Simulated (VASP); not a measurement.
Input of a VASP 6.6.1 run:

Contents of INCAR:

```
SYSTEM = TiSe2
ALGO = Fast
EDIFF = 1E-6
ENCUT = 520
GGA = PE
ISIF = 2
ISMEAR = 0
IVDW = 12
LASPH = .TRUE.
LCHARG = .TRUE.
LELF = .TRUE.
LREAL = .FALSE.
LVHAR = .TRUE.
LWAVE = .FALSE.
NBANDS = 19
NELM = 100
PREC = Accurate
SIGMA = 0.1
```

Contents of KPOINTS:

```
k-points
0
G
  15 15 8
  0 0 0
```

The input POSCAR:

```
TiSe2
1.0
    3.5360000000      0.0000000000      0.0000000000
   -1.7680000000      3.0622658278      0.0000000000
    0.0000000000      0.0000000000      6.0040000000
Ti Se
1 2
Direct
    0.0000000000      0.0000000000      0.0000000000
    0.3333333333      0.6666666667      0.2552000000
    0.6666666667      0.3333333333      0.7448000000
```

Potentials or basis: VASP PAW PBE potentials, release 64 (Ti_sv, Se).

The run is started by

```sh
$ cat potpaw_PBE.64/Ti_sv/POTCAR potpaw_PBE.64/Se/POTCAR > POTCAR
$ mpirun -np 1 vasp_std > vasp.out
```

**Question.** Predict the largest force.

**Answer.** 0.100 eV/Å.

**Question.** What does it give for the band gap on the k mesh?

**Answer.** None (metal or under the smearing width).

**Question.** Estimate the dispersion energy per atom.

**Answer.** -0.426 eV.

Forces in eV/Å, atoms in the order of the input:
```
Ti   0.000  0.000  0.000
Se   0.000  0.000  0.100
Se   0.000  0.000 -0.100
```
